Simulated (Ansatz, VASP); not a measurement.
**One calculation of C, two programs**

```
C
1.0
     1.26331    0.72937    3.44542
    -1.26331    0.72937    3.44542
     0.00000   -1.45875    3.44542
C
2
Direct
  0.15906 0.15906 0.15906
  0.84094 0.84094 0.84094
```

Change from the starting cell: mode 4 frozen in at -0.076 Å, equal normal strain along x, y and z +0.0250.

Alike in both runs: task single point; functional PBE; dispersion D3(BJ); k mesh 15 × 15 × 15; occupations gaussian, width 0.05 eV; no spin polarisation.

|  | VASP | Ansatz |
| --- | --- | --- |
| version | VASP 6.6.1 | Ansatz 0.2.0 |
| potentials or method | VASP PAW PBE potentials, release 64 (C) | scalar-relativistic, plane waves, PAW |
| plane-wave cutoff (eV) | 520 | 520 |
| valence electrons in the cell | 8 | 8 |

Ansatz gave:

```
gap on the k mesh at the Fermi level (eV)       : 0.83
least direct gap on the mesh (eV)               : 0.83
pressure (GPa)                                  : -19.6
largest component of the traceless stress (GPa) : 15.20
rms of the force components (eV/Å)              : 1.486
```

Question: Estimate VASP's values.

Answer: gap on the k mesh at the Fermi level (eV): 0.83; least direct gap on the mesh (eV): 0.83; pressure (GPa): -19.2; largest component of the traceless stress (GPa): 14.79; rms of the force components (eV/Å): 1.481.

Atom by atom the forces differ by 0.005 eV/Å (rms over components).

Caveats: so large a pressure means that the cell lies far from this level's equilibrium, or that cutoff or potentials fall short (VASP); an odd mesh through Γ misses points on the zone boundary, where band edges often lie; forces of over 1 eV/Å show positions far from the minimum, so gaps and moduli don't describe the material at rest.
